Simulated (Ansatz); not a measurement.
## A vibration from a frozen displacement in WS₂

Computed with DFT PBE+D3(BJ), scalar-relativistic, plane waves, PAW in Ansatz 0.2.0. The runs took a 420 eV cutoff, a Γ-centred 12×12×4 mesh and Gaussian smearing (0.05 eV). Spin–orbit coupling is left out, which matters for the heavy elements here. No spin polarisation. Energies are free energies at this smearing, counted from the undisturbed cell; pressure is positive in compression.

Zero of the scan (relaxed at this level):

```
W S
1.0
     3.15421    0.00000    0.00000
    -1.57710    2.73162    0.00000
     0.00000    0.00000   12.13990
W S
2 4
Direct
  0.33333 0.66667 0.25000
  0.66667 0.33333 0.75000
  0.33333 0.66667 0.62029
  0.66667 0.33333 0.12029
  0.33333 0.66667 0.87971
  0.66667 0.33333 0.37971
```

Every S atom is moved by x along the Cartesian unit vector (-0.655, -0.378, 0.654); the cell and all other atoms stay fixed. The cell's volume is 104.60 Å³; the moved atoms weigh 128.240 u together and the others 367.680 u. Some rows repeat others by symmetry and weren't run.

```csv
x (Å),ΔE (meV/cell),total force on the moved atoms along the move (eV/Å),pressure (GPa)
-0.5000,6935.63,29.2995,22.1676
-0.4375,5241.11,25.0043,16.8435
-0.3750,3804.95,20.9681,12.2640
-0.2500,1660.64,13.4735,5.3498
-0.1250,410.86,6.5960,1.3137
0.0000,0.00,0.0000,-0.0122
0.1250,410.86,-6.5960,1.3137
0.2500,1660.64,-13.4735,5.3498
0.3750,3804.95,-20.9681,12.2640
0.4375,5241.11,-25.0043,16.8435
0.5000,6935.63,-29.2995,22.1676
```

What frequency belongs to this motion?

The force constant is k = −dF/dx = 52.768 eV/Å², from the parabola through x = -0.1250, 0 and 0.1250. In every cell the moved atoms swing against the rest, so the mass is μ = m₁m₂/(m₁ + m₂) = 95.078 u, and ν̃ = 521.5 cm⁻¹ × √(|k|/μ) = 388 cm⁻¹. The pattern needn't be a normal mode: ν̃² is then a weighted mean of the squared nonzero frequencies at the zone centre of this cell, taken without macroscopic field, so it lies between the lowest and the highest of them.

How far does the harmonic law reach?

At x = -0.500 Å, kx²/2 = 6596.02 meV against the computed 6935.63 meV (+5.1 %): the well is still close to harmonic there.

The pressure changes with x². What does that say about the frequency under compression?

With E = k(V)x²/2, k ∝ V^(−2γ) and x scaling with the cell as V^(1/3), P − P0 = −∂E/∂V = (2γ − 2/3) ΔE/V. At x = 0.2500 Å, V(P − P0) = 104.60 × 5.36205 / 160.2 eV = 3500.63 meV and ΔE = 1660.64 meV, so γ = 1/3 + V(P − P0)/(2ΔE) = 1.39. This is the Grüneisen parameter of the motion under uniform scaling of the cell: shrinking the cell evenly by 1 % in volume raises the frequency by about 1.39 %.

The gap closes along the scan, which can put kinks into the curve.